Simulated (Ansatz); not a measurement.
Input and command of a calculation in Ansatz (plane waves; scalar-relativistic PAW potentials unless the input names others):

```yaml
crystal:
  lattice:
    - [4.3769524054, 0.0, 0.0]
    - [-2.1884762026, 3.7905519742, 0.0]
    - [0.0, 0.0, 4.2431670075]
  atoms:
    - { symbol: Bi, position: [0.6666666667, 0.3333333333, 0.25], spin: 1.0 }
    - { symbol: Bi, position: [0.3333333333, 0.6666666667, 0.75], spin: 1.0 }
basis:
  ecutwfc: 420
kpoints:
  mp_grid: { grid: [10, 10, 8] }
hamiltonian:
  xc: pbe
scf:
  occupations: { method: gaussian, width: 0.1 }
output:
  forces: true
  eigenvalues: true
  stress: true
magnetization:
  spin_polarized: true
```

```bash
ansatz run input.yaml --threads 1 --pin off --max-ram 2560MiB --backend cpu --events-out ev --progress --plain --runs-dir out
```

Abridged log:
```
Basis set: ecut = 420 eV, 1377 PW (Γ), exchange–correlation on 60×60×60 points (8 copies of the dense FFT grid, shifted against one another)
Bands: 20, of which v1, the nominal top of the filled ones, is band 15 counted from 1 (14 counted from 0)
Symmetry: 24 space group operations
k-points: 70 of 800
SCF iter   1: F=—  HF=-24792.671433 eV  |F-HF|=—  |Δ(HF+E_count)|=         —  Δρ=3.64e-2 (↑3.64e-2 ↓3.30e-2) dr2=6.04e-2  dr2_m=7.66e-1  M=0.168 μB ∫|m|=0.168 μB  β_m=0.30  ethr=1.96e-4  ⟨swp⟩=1.0  Hψ=17716  notcnv=0
spin=Collinear: Kerker preconditioning applied to the charge; magnetization (m = ρ↑ − ρ↓) channel mixes plain (no charge-response kernel on spin).
SCF iter   2: F=—  HF=-24792.775061 eV  |F-HF|=—  |Δ(HF+E_count)|=   1.04e-1  Δρ=2.57e-2 (↑2.57e-2 ↓2.34e-2) dr2=3.90e-2  dr2_m=3.82e-1  M=0.136 μB ∫|m|=0.136 μB  β_m=0.30  ethr=1.96e-4  ⟨swp⟩=1.0  Hψ=2800  notcnv=0
SCF iter   3: F=—  HF=-24792.826474 eV  |F-HF|=—  |Δ(HF+E_count)|=   5.14e-2  Δρ=1.77e-2 (↑1.67e-2 ↓1.77e-2) dr2=2.16e-3  dr2_m=1.91e-1  M=0.109 μB ∫|m|=0.109 μB  β_m=0.30  ethr=1.30e-4  ⟨swp⟩=2.5  Hψ=5206  notcnv=0
SCF iter   4: F=—  HF=-24792.853582 eV  |F-HF|=—  |Δ(HF+E_count)|=   2.71e-2  Δρ=1.25e-2 (↑1.19e-2 ↓1.25e-2) dr2=1.17e-3  dr2_m=9.54e-2  M=0.088 μB ∫|m|=0.088 μB  β_m=0.30  ethr=7.19e-6  ⟨swp⟩=1.8  Hψ=3739  notcnv=0
SCF iter   5: F=—  HF=-24792.867595 eV  |F-HF|=—  |Δ(HF+E_count)|=   1.40e-2  Δρ=8.65e-3 (↑8.65e-3 ↓8.57e-3) dr2=2.09e-4  dr2_m=4.78e-2  M=0.069 μB ∫|m|=0.069 μB  β_m=0.30  ethr=3.91e-6  ⟨swp⟩=2.5  Hψ=4980  notcnv=0
SCF iter   6: F=—  HF=-24792.874901 eV  |F-HF|=—  |Δ(HF+E_count)|=   7.31e-3  Δρ=6.13e-3 (↑6.13e-3 ↓6.07e-3) dr2=2.24e-5  dr2_m=2.40e-2  M=0.055 μB ∫|m|=0.055 μB  β_m=0.30  ethr=6.95e-7  ⟨swp⟩=2.0  Hψ=3496  notcnv=0
SCF iter   7: F=—  HF=-24792.878709 eV  |F-HF|=—  |Δ(HF+E_count)|=   3.81e-3  Δρ=4.33e-3 (↑4.33e-3 ↓4.33e-3) dr2=3.36e-6  dr2_m=1.21e-2  M=0.043 μB ∫|m|=0.043 μB  β_m=0.30  ethr=7.46e-8  ⟨swp⟩=2.5  Hψ=4938  notcnv=0
Mixer restart at iter 7: flushing history
spin-set hold released at iteration 7 (site moments contracting): the magnetisation degrees of freedom join the quasi-Newton model from the next iteration; the mixer history was flushed
SCF iter   8: F=—  HF=-24792.880710 eV  |F-HF|=—  |Δ(HF+E_count)|=   2.00e-3  Δρ=3.08e-3 (↑3.08e-3 ↓3.07e-3) dr2=2.23e-6  dr2_m=6.10e-3  M=0.034 μB ∫|m|=0.034 μB  β_m=0.65  ethr=1.12e-8  ⟨swp⟩=2.5  Hψ=5157  notcnv=0
SCF iter   9: F=—  HF=-24792.883028 eV  |F-HF|=—  |Δ(HF+E_count)|=   2.32e-3  Δρ=1.33e-4 (↑1.27e-4 ↓1.33e-4) dr2=1.82e-7  dr2_m=1.09e-5  M=0.006 μB ∫|m|=0.007 μB  β_m=0.82  ethr=7.45e-9  ⟨swp⟩=3.0  Hψ=5492  notcnv=0
SCF iter  10: F=—  HF=-24792.883056 eV  |F-HF|=—  |Δ(HF+E_count)|=   2.77e-5  Δρ=5.56e-5 (↑5.25e-5 ↓5.56e-5) dr2=6.18e-8  dr2_m=1.88e-6  M=0.003 μB ∫|m|=0.003 μB  β_m=0.91  ethr=6.08e-10  ⟨swp⟩=3.1  Hψ=5386  notcnv=0
SCF iter  11: F=—  HF=-24792.883062 eV  |F-HF|=—  |Δ(HF+E_count)|=   6.42e-6  Δρ=4.07e-6 (↑3.71e-6 ↓4.07e-6) dr2=7.56e-9  dr2_m=9.02e-9  M=0.000 μB ∫|m|=0.000 μB  β_m=0.96  ethr=2.06e-10  ⟨swp⟩=6.7  Hψ=13998  notcnv=0
SCF iter  12: F=—  HF=-24792.883062 eV  |F-HF|=—  |Δ(HF+E_count)|=   5.10e-8  Δρ=7.15e-7 (↑7.15e-7 ↓5.52e-7) dr2=1.81e-9  dr2_m=1.12e-10  M= 0.000 μB ∫|m|=0.000 μB  β_m=0.98  ethr=2.52e-11  ⟨swp⟩=4.0  Hψ=8200  notcnv=0
SCF iter  13: F=-24792.883062 eV  HF=-24792.883062 eV  |F-HF|=7.64e-11  |Δ(HF+E_count)|=  9.75e-10  Δρ=2.45e-7 (↑2.45e-7 ↓2.32e-7) dr2=3.19e-10  dr2_m=8.09e-12  M= 0.000 μB ∫|m|=0.000 μB  ethr=6.05e-12  ⟨swp⟩=3.0  Hψ=6110  notcnv=0
SCF 1 converged in 13 iterations: F = -24792.883062 eV  dr2 = 3.19e-10
WARN: the starting moments were not kept: the SCF closed with an absolute magnetisation of 6.7e-6 μB, where they sum to 2 μB in size (2 sites). That is at most 0.1 of that sum. Measured as dr2_m measures the in/out step, that magnetisation stands 2.2e-12 eV from none, at or under the dr2_threshold of 1.0e-7 eV: it is no larger than a step whose dr2_m would equal this threshold. The system may hold no moment; this SCF shows only that its start led to no more than that. To try another start: raise the starting moments (crystal.atoms[].spin, magnetization.per_species, magnetization.initial_magnet ...
SCF converged after 13 iterations
Magnetization:  0.0000 μB (15.0000 up, 15.0000 down)
Absolute magnetization: 0.0000 μB (∫|ρ↑−ρ↓|, with the PAW one-centre terms)
Spin contamination: 0.0000 ħ² per cell (⟨S²⟩ above its minimum at these occupations)
Per-site moments (μB) at R_I (Å): [(-1.15882506e-6, 1.36106377), (-1.15882506e-6, 1.36106377)]
Free energy (F): -24792.883062 eV
Harris-Foulkes:  -24792.883062 eV  (|F-HF|=7.64e-11)
Internal energy: -24792.875856 eV  (E = F + TS)
E sigma→0 (E₀):  -24792.879459 eV
Entropy (-TS):   -0.007207 eV (-3.603 meV/atom)
Fermi energy:    9.759364 eV
--- Forces (eV/Å), atoms counted from 1 ---
  atom   1  Bi     0.00000000     0.00000000     0.00000000
  atom   2  Bi     0.00000000     0.00000000     0.00000000
--- Stress (GPa, compression-positive) ---
       -0.143185       0.000000       0.000000
        0.000000      -0.143185       0.000000
        0.000000       0.000000       0.293351
  P = ⅓ Tr σ = 0.0023 GPa (0.023 kbar)
```

Apart from outputs, empty bands and the relaxation, which only the reference makes, the input differs from a reference run on usual settings in magnetization: not typed → {"spin_polarized": true} (ferro starting moments); kpoints.mp_grid.grid: [12, 12, 10] → [10, 10, 8]. The reference, at the same geometry, ended its own course with pressure -0.05 GPa, largest force 0.000 eV/Å, no gap on the mesh. This run converged in 13 SCF iterations with an energy at zero smearing 1.26 meV/atom below the reference's, pressure 0.00 GPa, largest force 0.000 eV/Å, no gap on the mesh. Its k mesh is looser than usual, and the result moved.

Time: 17 s on 1 thread of AMD EPYC 7R43 64-Core Processor (Zen 3) (shared host), peak memory 0.45 GiB.